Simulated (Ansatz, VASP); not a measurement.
## Two plane-wave programs on BN

```xyz
2
Lattice="-0.0680 1.7807 1.8124 1.8124 -0.0680 1.8124 1.7444 1.7127 0.0000" Properties=species:S:1:pos:R:3 pbc="T T T"
B     0.0000    0.0000    0.0000
N     2.6166    2.5691    2.7186
```

Change from the starting cell: engineering shear strain xz -0.0750, normal strain along z -0.0175.

Alike in both runs: task single point; functional PBE; k mesh 12 × 12 × 12; occupations gaussian, width 0.05 eV; no spin polarisation.

|  | VASP | Ansatz |
| --- | --- | --- |
| version | VASP 6.6.1 | Ansatz 0.2.0 |
| potentials or method | VASP PAW PBE potentials, release 64 (B, N) | scalar-relativistic, plane waves, PAW |
| plane-wave cutoff (eV) | 520 | 520 |
| valence electrons in the cell | 8 | 8 |

|  | VASP | Ansatz | Ansatz less VASP |
| --- | --- | --- | --- |
| gap on the k mesh at the Fermi level (eV) | 4.02 | 4.03 | +0.011 |
| least direct gap on the mesh (eV) | 7.62 | 7.64 | +0.011 |
| pressure (GPa) | 9.7 | 9.5 | -0.26 |
| largest component of the traceless stress (GPa) | 35.88 | 35.66 | -0.218 |
| rms of the force components (eV/Å) | 0.105 | 0.098 | -0.0067 |

Atom by atom the forces differ by 0.007 eV/Å (rms over components).

A k mesh can miss the band edges.
